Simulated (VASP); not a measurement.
Crystal: AlN.

```xyz
4
Lattice="3.0973 0.0000 0.0000 -1.5486 2.6823 0.0000 0.0000 0.0000 5.0316" Properties=species:S:1:pos:R:3 pbc="T T T"
Al    0.0000    1.7882    0.0000
Al    1.5486    0.8941    2.5158
N     0.0000    1.7882    1.8869
N     1.5486    0.8941    4.4027
```

The cell was built by a generator and needn't be a form met in nature.

- Program: VASP 6.6.1
- Task: relaxation of cell and atoms
- Functional: PBEsol
- Potentials or basis: VASP PAW PBE potentials, release 64 (Al, N)
- Cutoff: 600 eV
- k mesh: 12 × 12 × 5
- Occupations: gaussian, width 0.03 eV
- Spin: no spin polarisation

At the start: pressure 0.2 GPa; volume 10.45 Å³/atom.

Task: Where does the relaxation end?

Result: Over 5 steps the energy falls by 2.8 meV/atom and the volume is 10.46 Å³/atom (+0.1 %); space group P6_3mc (No. 186, to 0.05 Å).

Step by step:
```tsv
step	energy change (eV)	largest force (eV/Å)	pressure (GPa)	volume (Å³)
1	0.0000	0.2852	0.21	41.80
2	-0.0083	0.0337	-0.23	41.88
3	-0.0083	0.0394	-0.23	41.89
4	-0.0113	0.0157	-0.08	41.83
5	-0.0113	0.0083	-0.10	41.83
```

Final structure:
```yaml
crystal:
  lattice:
    - [3.11352, 0.00000, 0.00000]
    - [-1.55676, 2.69639, 0.00000]
    - [0.00000, 0.00000, 4.98316]
  atoms:
    - { symbol: Al, position: [0.33333, 0.66667, 0.99657] }
    - { symbol: Al, position: [0.66667, 0.33333, 0.49657] }
    - { symbol: N, position: [0.33333, 0.66667, 0.37843] }
    - { symbol: N, position: [0.66667, 0.33333, 0.87843] }
```

Caveat: the PAW data sets were made with another functional, which shifts forces and pressure a little.
